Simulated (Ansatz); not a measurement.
**Re, one cell by several methods**

```
Re
1.0
     1.41160    0.81499    6.69861
    -1.41160    0.81499    6.69861
     0.00000   -1.62998    6.69861
Re
3
Direct
  0.00000 0.00000 0.00000
  0.22217 0.22217 0.22217
  0.77783 0.77783 0.77783
```

Atom numbers follow the list: Re1, Re2, Re3.

Structure from Materials Project entry mp-975065 (possibly hypothetical), not relaxed further. The listed cell was then made from it by scaling, straining or moving an atom.

Spin polarisation is left out, and whether a magnetic state lies lower isn't shown here.

Spin–orbit coupling is left out, though it moves levels of the heavy atoms by tenths of an eV or more.

Levels of theory: DFT, PBE, PAW with Ansatz's default frozen-core files, scalar-relativistic (Ansatz 0.2.0); DFT, PBE, all-electron PAW with datasets made for the crystal, scalar-relativistic (Ansatz 0.2.0); DFT, PBE, all-electron LAPW, scalar-relativistic (Ansatz 0.2.0).

For PAW: a Γ-centred 15×15×15 k mesh, Fermi–Dirac smearing of 0.05 eV, cutoff 420 eV, no spin polarisation. The crystal-made all-electron datasets (AE datasets) take a cutoff of 260 eV at this cell. LAPW targets a basis error of 0.5 meV/atom. The Ansatz runs share mesh, smearing and spin set-up. Plane-wave (PAW) pressures include the program's estimate of the Pulay term.

Stress and pressure are positive in compression.

The change that made this cell: equal xx and yy strain of +2 %.

Spin–orbit coupling is left out, which moves gradients at and beside heavy atoms by some per cent and at worst by a factor of two.

In a metal, gradients converge slowly with the k mesh: the values move by tens of per cent from one mesh to another, at times in sign, so only the comparison on one mesh counts.

| quantity | PAW | AE datasets | LAPW |
| --- | --- | --- | --- |
| pressure (GPa) | -10.08 | -9.96 | -9.96 |
| stress xx (GPa) | -12.40 | -12.29 | -12.29 |
| stress zz (GPa) | -5.42 | -5.29 | -5.29 |
| force on Re2, z (eV/Å) | 0.043 | 0.044 | 0.044 |
| field gradient Vzz at Re1 (10²¹ V/m²) | -11.25 | -11.12 | – |
| field gradient Vzz at Re2 (10²¹ V/m²) | -4.96 | -4.87 | – |

PAW's pressure differs from the LAPW value by -0.12 GPa.
